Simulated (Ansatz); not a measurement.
ZnS: how the free axis answers a strain

ZnS, F-43m, a = 5.442 Å. The compound has several low-lying forms, and this is one of them. Ansatz: PBE, PAW, 420 eV, Γ-centred 8×8×6 mesh on 4 atoms, Gaussian smearing 0.02 eV; no spin polarisation. Series: uniaxial strain along a, with b, c and atoms relaxed; x is the strain in per cent. The axes a, b, c are those of the computed cell (3.848, 3.848, 5.442 Å), along [1 1 0], [-1 1 0], [0 0 1] of the cell named above. y is the change of c in per cent of 5.442 Å.

```
x (%) y (%)
 -3.0      ?
 -2.0   1.20
 -1.0   0.62
  0.0   0.00
  1.0  -0.56
  2.0  -1.15
  3.0  -1.76
```

Fit y = c1 x + c2 x² to the other rows, say what c1 measures, and predict the missing y.

Least squares on the rows shown. y = −0.5925 x + 0.003640 x². So −c1 = 0.593 is Poisson's ratio for this pair of axes, over the isotropic limit of 0.5, which a direction in an anisotropic crystal may pass. Along b the same runs (not shown) give -0.02: b grows with the strained axis. At x = -3.0 the fit asked for gives 1.81 %. The run gave 1.76 %, so the fit is 0.05 % too high, 1.4 % of the span of the series, against an rms of 0.02 % on the fitted rows. The row lies outside the fitted range. With a term in x³ added, a fit to the same known rows predicts 1.88 %, further off still.